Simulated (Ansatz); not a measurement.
A run of Ansatz 0.2.0:

The input input.yaml:

```yaml
crystal:
  lattice:
    - [0.0, 3.018, 3.018]
    - [3.018, 0.0, 3.018]
    - [3.018, 3.018, 0.0]
  atoms:
    - { symbol: In, position: [0.0, 0.0, 0.0] }
    - { symbol: As, position: [0.75, 0.75, 0.75] }
kpoints:
  mp_grid: { grid: [8, 8, 8] }
scf:
  occupations: { method: gaussian, width: 0.02 }
hamiltonian:
  xc: pbe
  pseudopotentials: { kind: all_electron, lapw: { basis_error: 0.001 } }
output:
  forces: true
  stress: true
  eigenvalues: true
```

Potentials or basis: all-electron LAPW, scalar-relativistic.

Run with:

```console
$ ansatz run input.yaml --threads 1 --pin off --max-ram 3072MiB --backend cpu --events-out ev --progress --plain --runs-dir out
```

Hardware: 1 thread of Intel(R) Xeon(R) Processor @ 2.50GHz (Skylake/Cascade Lake), with other jobs on the host.

Task: Estimate the wall time of this run.

Result: Wall time 29 s on 1 thread of Intel(R) Xeon(R) Processor @ 2.50GHz (Skylake/Cascade Lake), with other jobs on the host, peak memory 0.33 GiB. Counts: scf iterations 7, plane waves 609, k points 29, bands 27.
